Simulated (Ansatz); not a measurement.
# Cu2O (Cuprite): the cost of one run

Computed with Ansatz 0.2.0 (DFT PBE, scalar-relativistic, plane waves, PAW, unless a step's input says otherwise).

The COD entry's cell or inner coordinates are ideal or old and differ from later refinements, so a difference from it is no clean test against experiment.

1 further run of the same task is left out (set aside as unsound or not needed).

**1. The starting structure**

It takes space group Pn-3m (No. 224, cubic). The conventional cell has a = 4.260 Å, b = 4.260 Å, c = 4.260 Å, α = 90.00°, β = 90.00°, γ = 90.00°. Around Cu (site symmetry -3m) lie 2 O at 1.84 Å. O (site symmetry -43m) is surrounded by 4 Cu at 1.84 Å.

Coordinates:

```cif
data_structure
_symmetry_space_group_name_H-M 'P 1'
_symmetry_Int_Tables_number 1
_cell_length_a 4.2600
_cell_length_b 4.2600
_cell_length_c 4.2600
_cell_angle_alpha 90.000
_cell_angle_beta 90.000
_cell_angle_gamma 90.000
_cell_volume 77.31
loop_
_atom_site_label
_atom_site_type_symbol
_atom_site_fract_x
_atom_site_fract_y
_atom_site_fract_z
_atom_site_occupancy
Cu1 Cu 0.25000 0.25000 0.25000 1
Cu2 Cu 0.25000 0.75000 0.75000 1
Cu3 Cu 0.75000 0.75000 0.25000 1
Cu4 Cu 0.75000 0.25000 0.75000 1
O1 O 0.00000 0.00000 0.00000 1
O2 O 0.50000 0.50000 0.50000 1
```

Source of the structure: the Crystallography Open Database.

(A quick probe on a coarse mesh, which set the mesh and smearing, is not shown.)

**3. Relaxing cell and atoms**

Input file input.yaml:

```yaml
crystal:
  lattice:
    - [4.26, 0.0, 0.0]
    - [0.0, 4.26, 0.0]
    - [0.0, 0.0, 4.26]
  atoms:
    - { symbol: Cu, position: [0.25, 0.25, 0.25] }
    - { symbol: Cu, position: [0.25, 0.75, 0.75] }
    - { symbol: Cu, position: [0.75, 0.75, 0.25] }
    - { symbol: Cu, position: [0.75, 0.25, 0.75] }
    - { symbol: O, position: [0.0, 0.0, 0.0] }
    - { symbol: O, position: [0.5, 0.5, 0.5] }
basis:
  ecutwfc: 420
kpoints:
  mp_grid: { grid: [4, 4, 4] }
hamiltonian:
  xc: pbe
scf:
  occupations: { method: gaussian, width: 0.02 }
output:
  forces: true
  stress: true
  eigenvalues: true
relax:
  adjacent_minimum: "off"
  f_tol: 0.005
  max_steps: 80
  cell: { stress_tol: 0.05 }
```

On the command line:

```sh
> ansatz run input.yaml --threads 1 --pin off --max-ram 2560MiB --backend cpu --events-out ev --progress --plain --runs-dir out
```

**Question.** How long does this run take on 1 thread of Intel Xeon Platinum 8375C at 2.90GHz (Ice Lake), shared host, and how much memory does it need?

About 27 s, with a peak of 0.4 GiB.
